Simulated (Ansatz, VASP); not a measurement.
# Be in VASP and in Ansatz

INCAR

```
PREC = Accurate ; ENCUT = 520
EDIFF = 1E-7 ; ISMEAR = -1
SIGMA = 0.1 ; LREAL = False
LASPH = True ; NELM = 100
ALGO = Normal ; ISIF = 2
LWAVE = False ; LCHARG = False
GGA = PS ; NBANDS = 9
```

The input KPOINTS:

```
regular mesh
0
Gamma
  20 20 10
```

Contents of POSCAR:

```
Be
1.0
   -1.4562781415      1.1938847239      1.0654191795
    1.1938847239     -1.4562781415      1.0654191795
    2.6333038790      2.6333038790     -1.5459932045
Be
2
Direct
    0.9583892371      0.0416107629      1.0000000000
    0.7916107629      0.2083892371      0.5000000000
```

Input for Ansatz:

```yaml
crystal:
  lattice:
    - [-1.4562781415, 1.1938847239, 1.0654191795]
    - [1.1938847239, -1.4562781415, 1.0654191795]
    - [2.633303879, 2.633303879, -1.5459932045]
  atoms:
    - { symbol: Be, position: [0.9583892371, 0.0416107629, 1.0] }
    - { symbol: Be, position: [0.7916107629, 0.2083892371, 0.5] }
hamiltonian:
  xc: pbesol
  pseudopotentials:
    kind: paw
    azcp:
      Be: "pseudopotentials/Be.paw.azcp"
basis:
  ecutwfc: 420
  fft_grid_basis: typed
kpoints:
  mp_grid: { grid: [20, 20, 10], shift: [0, 0, 0] }
magnetization:
  spin_polarized: false
scf:
  occupations: { method: fermi_dirac, width: 0.1 }
  lower_state_search: "off"
output:
  stress: true
```

Alike in both runs: task single point; functional PBEsol; k mesh 20 × 20 × 10; occupations fermi-dirac, width 0.1 eV; no spin polarisation.

|  | VASP | Ansatz |
| --- | --- | --- |
| version | VASP 6.6.1 | Ansatz 0.2.0 |
| potentials or method | VASP PAW PBE potentials, release 64 (Be) | plane waves (420 eV) with PAW, scalar-relativistic |
| plane-wave cutoff (eV) | 520 | 420 |
| valence electrons in the cell | 4 | 4 |

|  | VASP | Ansatz | Ansatz less VASP |
| --- | --- | --- | --- |
| pressure (GPa) | 20.2 | 19.7 | -0.53 |
| largest component of the traceless stress (GPa) | 1.11 | 1.07 | -0.038 |

Ansatz warned: «pseudo_functional_mismatch».

Caveats: so large a pressure means that the cell lies far from this level's equilibrium, or that cutoff or potentials fall short (VASP); the potentials were made for another functional, which shifts forces and pressure (VASP).
